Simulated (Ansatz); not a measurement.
**Converging the field response of a BaTiO3 (001), BaO faces film**

Which settings does the induced dipole of a BaTiO3 (001), BaO faces film need, and which can be cut?

Main program and level: Ansatz 0.2.0; plane-wave DFT, PBE, Ansatz PAW, in the first sound run; inputs show where later runs differ.

## Step 1: The starting structure

The cell holds 12 atoms: 3 Ba, 7 O and 2 Ti. Cell: a = 4.000 Å, b = 4.000 Å, c = 26.000 Å, α = 90.0°, β = 90.0°, γ = 90.0°. It derives from BaTiO3 (perovskite BaTiO3). Vacuum lies along c.

## Step 2: Single point, setting first choice

The first choice: the default cutoff of 420 eV, a 8×8×1 mesh, 18 Å of vacuum, 0.1 V/Å and a tight threshold. Each later run changes one input against this one; other functionals and files bring their own cutoffs.

input.yaml

```yaml
crystal:
  lattice:
    - [4.0, 0.0, 0.0]
    - [0.0, 4.0, 0.0]
    - [0.0, 0.0, 26.0]
  atoms:
    - { symbol: Ba, position: [0.0, 0.0, 0.3461538462] }
    - { symbol: O, position: [0.5, 0.5, 0.3461538462] }
    - { symbol: Ti, position: [0.5, 0.5, 0.4230769231] }
    - { symbol: O, position: [0.0, 0.5, 0.4230769231] }
    - { symbol: O, position: [0.5, 0.0, 0.4230769231] }
    - { symbol: Ba, position: [0.0, 0.0, 0.5] }
    - { symbol: O, position: [0.5, 0.5, 0.5] }
    - { symbol: Ti, position: [0.5, 0.5, 0.5769230769] }
    - { symbol: O, position: [0.0, 0.5, 0.5769230769] }
    - { symbol: O, position: [0.5, 0.0, 0.5769230769] }
    - { symbol: Ba, position: [0.0, 0.0, 0.6538461538] }
    - { symbol: O, position: [0.5, 0.5, 0.6538461538] }
kpoints:
  mp_grid: { grid: [8, 8, 1] }
hamiltonian:
  xc: pbe
scf:
  occupations: { method: fixed }
  convergence: { dr2_threshold: 1.0e-10 }
efield:
  axis: 3
  dipole_correction: true
  ramp_position: 0.97
  ramp_width: 0.06
  amplitude: 0.1
output:
  write_potential: true
  write_density: true
  volumetric_format: npy
```

Started as:

```sh
$ ansatz run input.yaml --threads 4 --pin off --max-ram 6144MiB --backend cpu --events-out ev --progress --plain --runs-dir out
```

Numbers of over 12 decimals in the logs are rounded to 6 here.

The log of the run:

```text
Engine: ansatz 0.2.0, x86_64-unknown-linux-gnu
Pseudopotentials: kind: paw
Pseudopotential: Ba, paw, valence charge 10, recommended cutoff 420 eV (normal), Ba.paw.azcp
Pseudopotential: O, paw, valence charge 6, recommended cutoff 420 eV (normal), O.paw.azcp
Pseudopotential: Ti, paw, valence charge 12, recommended cutoff 420 eV (normal), Ti.paw.azcp
Functional definition: PBE
  parameter kappa = 0.804
  parameter beta = 0.066725
  exchange = pbe_x(kappa = kappa, mu = beta*pi^2/3)
  correlation = pbe_c(beta = beta)
Crystal: 12 atoms, lattice volume = 416.000 Å³
Basis set: ecut = 420 eV, 8151 PW (Γ)
Bands: 60, of which v1, the nominal top of the filled ones, is band 48 counted from 1 (47 counted from 0)
Symmetry: 8 space group operations
k-points: 15 of 64
Non-local potential: Ba, projectors of the file, l = 0: 3, l = 1: 2, l = 2: 2, l = 3: 2
Non-local potential: O, projectors of the file, l = 0: 2, l = 1: 2, l = 2: 1
Non-local potential: Ti, projectors of the file, l = 0: 3, l = 1: 2, l = 2: 3, l = 3: 1
PAW form: soft (Blöchl's): semilocal exchange-correlation on the pseudo side does not see the compensation charge
PAW one-centre angular grid: Ba, 194 points (default); XC on 64 Gauss nodes
PAW one-centre angular grid: O, 110 points (default); XC on 64 Gauss nodes
PAW one-centre angular grid: Ti, 590 points (default); XC on 64 Gauss nodes
Initial density: superposition of atomic densities (neutral atoms: chi_scale 0, normalization atom, screened)
Initial wavefunctions: pseudopotential atomic-orbital guess
Functional: x = pbe(κ = 0.804, μ = 0.219515), c = pbe(β = 0.066725)
SCF iter   1: F=—  HF=-26856.039442 eV  |F-HF|=—  |Δ(HF+E_count)|=         —  Δρ=1.13e-1  dr2=6.52e1  ethr=3.10e-3  p=0.106 e·Å  D=4.60e-2 V/Å  ΔV_dip=-1.20 eV  dr2_dipole=2.21e-3  V_vac-E_F(+/−)=13.45/12.26 eV  ⟨swp⟩=6.4  Hψ=3653  notcnv=0  defer=132
efield: sawtooth ramp at fractional position 0.9700 (set: `efield.ramp_position`, or a place that a band, a saddle search or an elastic batch's reference lends), width 0.0600; the density the first Hamiltonian is built on has a dipole p = 0.106 e·Å; the dipole correction subtracts the counter field D = 4.60e-2 V/Å, which shifts the + side's vacuum level by -1.20 eV against the − side's; the planar-averaged density in the ramp window peaks in size at 5.8e-7 e/Å³
preconditioner: auto → Resta (q_TF=auto, 2.137 Å⁻¹)  ε∞=2.2  [insulator: Δε(μ)=5.335 eV  Ē_g=14.937 eV  n_scr=60 (ndim 8)  ℏωp=16.3 eV  f_vac=0.513  ε∞_Penn≈2.2  vacuum switching on, ρ_ref=1.6e-2 e/Å³]
SCF iter   2: F=—  HF=-26845.632974 eV  |F-HF|=—  |Δ(HF+E_count)|=    1.04e1  Δρ=1.21e-1  dr2=7.36e1  ethr=3.10e-3  p=0.078 e·Å  D=3.39e-2 V/Å  ΔV_dip=-0.88 eV  dr2_dipole=3.53e-2  V_vac-E_F(+/−)=6.12/4.63 eV  ⟨swp⟩=3.9  Hψ=2369  notcnv=0  defer=123  κ⁻¹=1.0e0(r=1)
SCF iter   3: F=—  HF=-26840.327463 eV  |F-HF|=—  |Δ(HF+E_count)|=    5.31e0  Δρ=3.55e-2  dr2=8.54e0  ethr=3.10e-3  p=0.124 e·Å  D=5.39e-2 V/Å  ΔV_dip=-1.40 eV  dr2_dipole=1.14e-2  V_vac-E_F(+/−)=5.00/4.02 eV  ⟨swp⟩=4.2  Hψ=2201  notcnv=0  defer=133  κ⁻¹=3.5e-2(r=2)
SCF iter   4: F=—  HF=-26838.777072 eV  |F-HF|=—  |Δ(HF+E_count)|=    1.55e0  Δρ=1.85e-2  dr2=2.16e0  ethr=3.10e-3  p=0.096 e·Å  D=4.16e-2 V/Å  ΔV_dip=-1.08 eV  dr2_dipole=1.45e-3  V_vac-E_F(+/−)=5.08/3.78 eV  ⟨swp⟩=3.8  Hψ=1607  notcnv=0  defer=113  κ⁻¹=1.7e-3(r=3)
SCF iter   5: F=—  HF=-26838.388846 eV  |F-HF|=—  |Δ(HF+E_count)|=   3.88e-1  Δρ=6.32e-3  dr2=2.11e-1  ethr=2.25e-3  p=0.084 e·Å  D=3.65e-2 V/Å  ΔV_dip=-0.95 eV  dr2_dipole=7.64e-5  V_vac-E_F(+/−)=4.37/2.95 eV  ⟨swp⟩=3.1  Hψ=1384  notcnv=0  defer=112  κ⁻¹=1.2e-3(r=4)
SCF iter   6: F=—  HF=-26838.399531 eV  |F-HF|=—  |Δ(HF+E_count)|=   1.07e-2  Δρ=5.57e-3  dr2=2.16e-1  ethr=2.19e-4  p=0.077 e·Å  D=3.37e-2 V/Å  ΔV_dip=-0.88 eV  dr2_dipole=3.37e-4  V_vac-E_F(+/−)=3.95/2.45 eV  ⟨swp⟩=3.3  Hψ=1473  notcnv=0  defer=147  κ⁻¹=5.1e-5(r=5)
SCF iter   7: F=—  HF=-26838.371635 eV  |F-HF|=—  |Δ(HF+E_count)|=   2.79e-2  Δρ=8.71e-4  dr2=4.01e-3  ethr=2.19e-4  p=0.083 e·Å  D=3.63e-2 V/Å  ΔV_dip=-0.94 eV  dr2_dipole=1.08e-6  V_vac-E_F(+/−)=3.84/2.41 eV  ⟨swp⟩=3.3  Hψ=1225  notcnv=0  defer=128  κ⁻¹=7.7e-6(r=6)
SCF iter   8: F=—  HF=-26838.372839 eV  |F-HF|=—  |Δ(HF+E_count)|=   1.20e-3  Δρ=9.85e-4  dr2=6.76e-3  ethr=4.18e-6  p=0.084 e·Å  D=3.67e-2 V/Å  ΔV_dip=-0.95 eV  dr2_dipole=7.72e-6  V_vac-E_F(+/−)=3.86/2.44 eV  ⟨swp⟩=3.7  Hψ=1668  notcnv=0  defer=150  κ⁻¹=2.2e-6(r=7)
SCF iter   9: F=—  HF=-26838.372221 eV  |F-HF|=—  |Δ(HF+E_count)|=   6.18e-4  Δρ=4.47e-4  dr2=1.16e-3  ethr=4.18e-6  p=0.084 e·Å  D=3.66e-2 V/Å  ΔV_dip=-0.95 eV  dr2_dipole=3.92e-6  V_vac-E_F(+/−)=3.86/2.44 eV  ⟨swp⟩=2.5  Hψ=1157  notcnv=0  defer=150  κ⁻¹=5.1e-7(r=8)
SCF iter  10: F=—  HF=-26838.372059 eV  |F-HF|=—  |Δ(HF+E_count)|=   1.62e-4  Δρ=9.84e-5  dr2=8.82e-5  ethr=1.21e-6  p=0.083 e·Å  D=3.63e-2 V/Å  ΔV_dip=-0.94 eV  dr2_dipole=1.10e-6  V_vac-E_F(+/−)=3.86/2.42 eV  ⟨swp⟩=2.0  Hψ=1178  notcnv=0  defer=150  κ⁻¹=3.3e-7(r=8)
SCF iter  11: F=—  HF=-26838.372062 eV  |F-HF|=—  |Δ(HF+E_count)|=   3.58e-6  Δρ=8.14e-5  dr2=5.33e-5  ethr=9.19e-8  p=0.084 e·Å  D=3.64e-2 V/Å  ΔV_dip=-0.95 eV  dr2_dipole=2.09e-9  V_vac-E_F(+/−)=3.85/2.42 eV  ⟨swp⟩=2.0  Hψ=1489  notcnv=0  defer=121  κ⁻¹=2.1e-6(r=8)
SCF iter  12: F=—  HF=-26838.372059 eV  |F-HF|=—  |Δ(HF+E_count)|=   3.60e-6  Δρ=1.24e-5  dr2=4.46e-7  ethr=5.55e-8  p=0.084 e·Å  D=3.64e-2 V/Å  ΔV_dip=-0.95 eV  dr2_dipole=7.48e-9  V_vac-E_F(+/−)=3.85/2.42 eV  ⟨swp⟩=2.0  Hψ=1119  notcnv=0  defer=97  κ⁻¹=4.7e-7(r=8)
SCF iter  13: F=—  HF=-26838.372273 eV  |F-HF|=—  |Δ(HF+E_count)|=   2.15e-4  Δρ=6.65e-6  dr2=1.26e-7  ethr=4.65e-10  p=0.084 e·Å  D=3.64e-2 V/Å  ΔV_dip=-0.95 eV  dr2_dipole=1.49e-9  V_vac-E_F(+/−)=3.85/2.42 eV  ⟨swp⟩=2.2  Hψ=1566  notcnv=0  defer=92  κ⁻¹=3.9e-7(r=8)
SCF iter  14: F=—  HF=-26838.372273 eV  |F-HF|=—  |Δ(HF+E_count)|=   6.81e-8  Δρ=2.98e-6  dr2=2.69e-8  ethr=1.31e-10  p=0.084 e·Å  D=3.64e-2 V/Å  ΔV_dip=-0.95 eV  dr2_dipole=2.45e-10  V_vac-E_F(+/−)=3.85/2.42 eV  ⟨swp⟩=2.0  Hψ=1259  notcnv=0  defer=92  κ⁻¹=1.4e-7(r=8)
SCF iter  15: F=—  HF=-26838.372273 eV  |F-HF|=—  |Δ(HF+E_count)|=   1.58e-8  Δρ=8.86e-7  dr2=3.08e-9  ethr=2.80e-11  p=0.084 e·Å  D=3.64e-2 V/Å  ΔV_dip=-0.95 eV  dr2_dipole=1.77e-10  V_vac-E_F(+/−)=3.85/2.42 eV  ⟨swp⟩=2.0  Hψ=1315  notcnv=0  defer=92  κ⁻¹=1.5e-6(r=8)
SCF iter  16: F=—  HF=-26838.372273 eV  |F-HF|=—  |Δ(HF+E_count)|=   1.41e-9  Δρ=3.87e-7  dr2=3.63e-10  ethr=3.21e-12  p=0.084 e·Å  D=3.64e-2 V/Å  ΔV_dip=-0.95 eV  dr2_dipole=8.20e-12  V_vac-E_F(+/−)=3.85/2.42 eV  ⟨swp⟩=2.0  Hψ=1336  notcnv=0  defer=92  κ⁻¹=2.0e-7(r=8)
SCF iter  17: F=-26838.372273 eV  HF=-26838.372273 eV  |F-HF|=4.37e-11  |Δ(HF+E_count)|=  1.49e-10  Δρ=1.53e-7  dr2=6.86e-11  ethr=1.00e-12  p=0.084 e·Å  D=3.64e-2 V/Å  ΔV_dip=-0.95 eV  dr2_dipole=6.90e-13  V_vac-E_F(+/−)=3.85/2.42 eV  ⟨swp⟩=21.4  Hψ=5239  notcnv=0
SCF 1 converged in 17 iterations: F = -26838.372273 eV  dr2 = 6.86e-11
  greatest PAW one-centre occupation: 0.999 electrons in one spin orbital (limit 2), on the Ti atom at site 2 (counted from 0), in its partial waves of l = 0
WARN: The output density's exchange-correlation potential varies sharply where the density is thin. Do not read a vacuum level from v_tot or v_xc, or from such a field of the output density. On a cell that repeats whose density bears no net charge and no dipole along the vacuum's axis use v_es (v_loc + v_h of the components); under efield.dipole_correction with no amplitude use v_es + v_field, which holds any externa [...]
SCF converged after 17 iterations
Stability not checked: this state was not tested for a lower state beside it, because the mixer in use, unlike msr1, does not test its closes by its own steps (another_mixer; see scf.mixing.algorithm and scf.lower_state_search)
Free energy (F): -26838.372273 eV
Harris-Foulkes:  -26838.372273 eV  (|F-HF|=4.37e-11)
Internal energy: -26838.372273 eV  (E = F + TS)
E sigma→0 (E₀):  -26838.372273 eV
Fermi energy:    2.192236 eV
Dipole field:    D = 0.036388 V/Å  (p = 0.083654 e·Å, saw-weighted, corrected)
Work function:   not extracted (applied field tilts the vacuum); planar V_es + V_field profile in the machine report
Levels:          The Fermi level and band energies are counted from a zero that moves with the ramp; work functions are not
--- Per-component energies (eV) ---
  E_band       = -1047.016686
  E_kinetic    = 2279.757033
  E_local      = -95941.566487  (includes V_loc(G=0)·N_el)
  E_nonlocal   = 511.326376
  E_hartree    = 47056.909000
  E_xc         = -1225.146830
  E_vxc        = -1322.390840  (∫ρ·V_xc dr)
  E_paw        = -18871.861622  (= ΣΔE_a)
  E_vpaw       = -687.972287  (= ΣTr[D̂ρ^β])
  E_aug_tail   = 0.017270  (compensation charges beyond the density's cutoff)
  E_efield     = -0.006843  (sawtooth field / dipole correction)
  E_vefield    = -0.005321  (∫n·V_field dr)
  E_ewald      = 39352.199830
  E_smearing   = -0.000000  (= −TS)
  E_closure    = -0.000000  (closes the sum)
  Σ components = -26838.372273   (vs F -26838.372273, Δ=0.00e0)
--- Band table (eV; the first three rows and the last of 15) ---
  k-point 0: bands = [... 44 lower, 1.7853, 1.8535, 2.1279, 2.1279, 4.1115, 4.2006, 4.3077, 4.7022, ... 8 higher]
  k-point 1: bands = [... 44 lower, 1.6589, 1.8048, 2.0269, 2.0693, 4.4087, 4.4389, 4.4851, 4.7172, ... 8 higher]
  k-point 2: bands = [... 44 lower, 1.4670, 1.8118, 1.9056, 2.0945, 4.7410, 4.8286, 5.0263, 5.0962, ... 8 higher]
  k-point 14: bands = [... 44 lower, 2.0612, 2.1255, 2.1922, 2.1922, 6.0485, 6.0485, 6.2637, 6.3659, ... 8 higher]
```

It took 12 s on 4 threads of Intel Xeon Platinum 8488C (Sapphire Rapids), shared host; peak memory 1.2 GiB; 46 s of CPU time.

In the SCF lines HF is the Harris–Foulkes energy and dr2 the Hartree energy of the density residual, in eV; the loop may stop once dr2 is under the threshold and the program's other checks hold. Hψ counts applications of the Hamiltonian.

This step gave:

- gap on the k-mesh: 1.919 eV
- dipole along the normal: 0.08365 e·Å
- equivalent conductor thickness p/(ε₀AE): 9.461 Å

Running mean over 4 Å of the planar mean, with the applied field; the ramp of the sawtooth is left out. Table of electron's electrostatic potential energy less the highest filled level by z:

| z (Å) | electron's electrostatic potential energy less the highest filled level (eV) |
| --- | --- |
| 4 | 2.74 |
| 5 | 2.83 |
| 6 | 2.73 |
| 7 | 0.767 |
| 8 | -1.24 |
| 9 | -3.14 |
| 10 | -4.87 |
| 11 | -4.80 |
| 12 | -4.71 |
| 13 | -4.67 |
| 14 | -4.68 |
| 15 | -4.74 |
| 16 | -4.79 |
| 17 | -3.02 |
| 18 | -1.04 |
| 19 | 1.08 |
| 20 | 3.20 |
| 21 | 3.49 |
| 22 | 3.60 |

The dipole corresponds to a conductor 9.461 Å thick.

## Step 3: Single point, box 26 Å

Edit input.yaml of step 2 so:

```diff
@@ -31,2 +31,4 @@
   amplitude: 0.1
+basis:
+  ecutwfc: "250 eV"
 output:
```

The log of the run:

```text
Warning: basis.ecutwfc = 250 eV is below the records' recommended 420 eV, and the density's cutoff is lower with it unless basis.ecutrho_ratio is high enough to keep the records' density cutoff: compare with a run at a higher cutoff
[...]
k-point 0: bands = [... 44 lower, 1.6796, 1.7667, 2.0801, 2.0801, 4.0209, 4.1285, 4.2341, 4.6592, ... 8 higher]
  k-point 1: bands = [... 44 lower, 1.5891, 1.7628, 1.9970, 2.0124, 4.3580, 4.3682, 4.4178, 4.6833, ... 8 higher]
  k-point 2: bands = [... 44 lower, 1.4477, 1.7499, 1.8666, 2.0499, 4.6939, 4.7644, 5.0007, 5.0681, ... 8 higher]
  k-point 14: bands = [... 44 lower, 1.9853, 2.0327, 2.1326, 2.1326, 6.0121, 6.0121, 6.1354, 6.2764, ... 8 higher]
[key lines of the parts left out:]
SCF converged after 17 iterations
Free energy (F): -26823.676922 eV
Fermi energy:    2.132603 eV
Dipole field:    D = 0.036392 V/Å  (p = 0.083665 e·Å, saw-weighted, corrected)
```

Elapsed: 5.4 s, on 4 threads; peak memory 0.78 GiB; 21 s of CPU time.

The dipole corresponds to a conductor 9.462 Å thick, +0.01 % from the first choice, at 0.45 times its CPU time.

## Step 4: Run, box 26 Å

Edit input.yaml of step 3 so:

```diff
@@ -32,3 +32,3 @@
 basis:
-  ecutwfc: "250 eV"
+  ecutwfc: "330 eV"
 output:
```

The log of the run:

```text
[...]
Crystal: 12 atoms, lattice volume = 416.000 Å³
Basis set: ecut = 330 eV, 5633 PW (Γ)
Bands: 60, of which v1, the nominal top of the filled ones, is band 48 counted from 1 (47 counted from 0)
Symmetry: 8 space group operations
k-points: 15 of 64
[...]
k-point 0: bands = [... 44 lower, 1.7848, 1.8570, 2.1359, 2.1359, 4.1008, 4.1893, 4.2920, 4.6945, ... 8 higher]
  k-point 1: bands = [... 44 lower, 1.6613, 1.8052, 2.0311, 2.0717, 4.3997, 4.4236, 4.4765, 4.7086, ... 8 higher]
  k-point 2: bands = [... 44 lower, 1.4625, 1.8117, 1.9019, 2.0953, 4.7320, 4.8145, 5.0184, 5.0876, ... 8 higher]
  k-point 14: bands = [... 44 lower, 2.0613, 2.1240, 2.1871, 2.1871, 6.0367, 6.0367, 6.2489, 6.3522, ... 8 higher]
[key lines of the parts left out:]
SCF converged after 17 iterations
Free energy (F): -26837.023919 eV
Fermi energy:    2.187101 eV
Dipole field:    D = 0.036414 V/Å  (p = 0.083714 e·Å, saw-weighted, corrected)
```

It took 7.8 s on 4 threads; peak memory 0.94 GiB.

The dipole corresponds to a conductor 9.468 Å thick, +0.07 % from the first choice, at 0.66 times its CPU time.

## Step 5: Single point, box 26 Å (run 2)

Edit input.yaml of step 4 so:

```diff
@@ -32,3 +32,3 @@
 basis:
-  ecutwfc: "330 eV"
+  ecutwfc: "600 eV"
 output:
```

The log of the run:

```text
[...]
Crystal: 12 atoms, lattice volume = 416.000 Å³
Basis set: ecut = 600 eV, 13791 PW (Γ)
Bands: 60, of which v1, the nominal top of the filled ones, is band 48 counted from 1 (47 counted from 0)
Symmetry: 8 space group operations
k-points: 15 of 64
[...]
k-point 0: bands = [... 44 lower, 1.7858, 1.8540, 2.1286, 2.1286, 4.1116, 4.2007, 4.3089, 4.7022, ... 8 higher]
  k-point 1: bands = [... 44 lower, 1.6593, 1.8052, 2.0276, 2.0698, 4.4088, 4.4401, 4.4852, 4.7172, ... 8 higher]
  k-point 2: bands = [... 44 lower, 1.4671, 1.8123, 1.9057, 2.0947, 4.7411, 4.8297, 5.0264, 5.0963, ... 8 higher]
  k-point 14: bands = [... 44 lower, 2.0613, 2.1256, 2.1924, 2.1924, 6.0484, 6.0484, 6.2636, 6.3657, ... 8 higher]
[key lines of the parts left out:]
SCF converged after 17 iterations
Free energy (F): -26838.415231 eV
Fermi energy:    2.192388 eV
Dipole field:    D = 0.036386 V/Å  (p = 0.083650 e·Å, saw-weighted, corrected)
```

Elapsed: 19 s, on 4 threads; peak memory 1.7 GiB; 75 s of CPU time.

The dipole corresponds to a conductor 9.460 Å thick, -0.00 % from the first choice, at 1.6 times its CPU time.

## Step 6: Run, box 26 Å (run 2)

Edit input.yaml of step 5 so:

```diff
@@ -19,3 +19,3 @@
 kpoints:
-  mp_grid: { grid: [8, 8, 1] }
+  mp_grid: { grid: [1, 1, 1] }
 hamiltonian:
@@ -31,4 +31,2 @@
   amplitude: 0.1
-basis:
-  ecutwfc: "600 eV"
 output:
```

The log of the run:

```text
[...]
Crystal: 12 atoms, lattice volume = 416.000 Å³
Basis set: ecut = 420 eV, 8151 PW (Γ)
Bands: 60, of which v1, the nominal top of the filled ones, is band 48 counted from 1 (47 counted from 0)
Symmetry: 8 space group operations
k-points: 1
[...]
Internal energy: -26818.838374 eV  (E = F + TS)
E sigma→0 (E₀):  -26818.838374 eV
Fermi energy:    2.884158 eV
Dipole field:    D = 0.045808 V/Å  (p = 0.105311 e·Å, saw-weighted, corrected)
Work function:   not extracted (applied field tilts the vacuum); planar V_es + V_field profile in the machine report
[...]
--- Band table (eV) ---
  k-point 0: bands = [... 44 lower, 2.6724, 2.6724, 2.8842, 2.8842, 2.8886, 2.9303, 3.6047, 3.6047, ... 8 higher]
[key lines of the parts left out:]
SCF converged after 27 iterations
Free energy (F): -26818.838374 eV
```

Wall time 1.4 s (4 threads); peak memory 0.56 GiB; 4.6 s of CPU time.

The dipole corresponds to a conductor 11.910 Å thick, +25.89 % from the first choice, at 0.100 times its CPU time.

## Step 7: Single point, box 26 Å (run 3)

Edit input.yaml of step 6 so:

```diff
@@ -19,3 +19,3 @@
 kpoints:
-  mp_grid: { grid: [1, 1, 1] }
+  mp_grid: { grid: [2, 2, 1] }
 hamiltonian:
```

The log of the run:

```text
[...]
Crystal: 12 atoms, lattice volume = 416.000 Å³
Basis set: ecut = 420 eV, 8151 PW (Γ)
Bands: 60, of which v1, the nominal top of the filled ones, is band 48 counted from 1 (47 counted from 0)
Symmetry: 8 space group operations
k-points: 3 of 4
[...]
Work function:   not extracted (applied field tilts the vacuum); planar V_es + V_field profile in the machine report
[...]
--- Band table (eV) ---
  k-point 0: bands = [... 44 lower, 1.8251, 1.8565, 2.1602, 2.1602, 3.9896, 4.0722, 4.2900, 4.5894, ... 8 higher]
  k-point 1: bands = [... 44 lower, 1.5736, 1.6411, 1.8070, 2.1396, 4.6777, 5.4638, 5.6924, 5.7477, ... 8 higher]
  k-point 2: bands = [... 44 lower, 2.1716, 2.1716, 2.1783, 2.2376, 5.9497, 5.9497, 6.1455, 6.2650, ... 8 higher]
[key lines of the parts left out:]
SCF converged after 17 iterations
Free energy (F): -26837.562322 eV
Fermi energy:    2.237631 eV
Dipole field:    D = 0.037305 V/Å  (p = 0.085762 e·Å, saw-weighted, corrected)
```

Wall time 1.9 s (4 threads); peak memory 0.83 GiB.

The dipole corresponds to a conductor 9.699 Å thick, +2.52 % from the first choice, at 0.15 times its CPU time.

## Step 8: Single point, box 26 Å (run 4)

Edit input.yaml of step 7 so:

```diff
@@ -19,3 +19,3 @@
 kpoints:
-  mp_grid: { grid: [2, 2, 1] }
+  mp_grid: { grid: [4, 4, 1] }
 hamiltonian:
```

The log of the run:

```text
[...]
Crystal: 12 atoms, lattice volume = 416.000 Å³
Basis set: ecut = 420 eV, 8151 PW (Γ)
Bands: 60, of which v1, the nominal top of the filled ones, is band 48 counted from 1 (47 counted from 0)
Symmetry: 8 space group operations
k-points: 6 of 16
[...]
k-point 0: bands = [... 44 lower, 1.7880, 1.8549, 2.1306, 2.1306, 4.1060, 4.1947, 4.3075, 4.6974, ... 8 higher]
  k-point 1: bands = [... 44 lower, 1.4681, 1.8142, 1.9078, 2.0959, 4.7361, 4.8283, 5.0218, 5.0912, ... 8 higher]
  k-point 2: bands = [... 44 lower, 1.5510, 1.6455, 1.8108, 2.1187, 4.7930, 5.5789, 5.7871, 5.8471, ... 8 higher]
  k-point 5: bands = [... 44 lower, 2.0675, 2.1314, 2.1929, 2.1929, 6.0441, 6.0441, 6.2582, 6.3615, ... 8 higher]
[key lines of the parts left out:]
SCF converged after 17 iterations
Free energy (F): -26838.353609 eV
Fermi energy:    2.192871 eV
Dipole field:    D = 0.036403 V/Å  (p = 0.083690 e·Å, saw-weighted, corrected)
```

Run time: 4.5 s. Hardware: 4 threads; peak memory 0.92 GiB; 17 s of CPU time.

The dipole corresponds to a conductor 9.465 Å thick, +0.04 % from the first choice, at 0.36 times its CPU time.

[end of part 1 of 3]

[Logs are printed without paths, hosts, clocks, repeated set-up lines and the standing remarks that a program may print on its own settings, such as how far it seeks lower states.]

[Hosts, paths, dates, database ids (printed as entryN), source tags and the programs' standing remarks are cut or masked in the printed files.]

[Maps of the electrostatic potential energy from Ansatz leave out the sawtooth potential of an applied field or a dipole correction, so their vacuum need not be flat; planar profiles and work functions include it.]
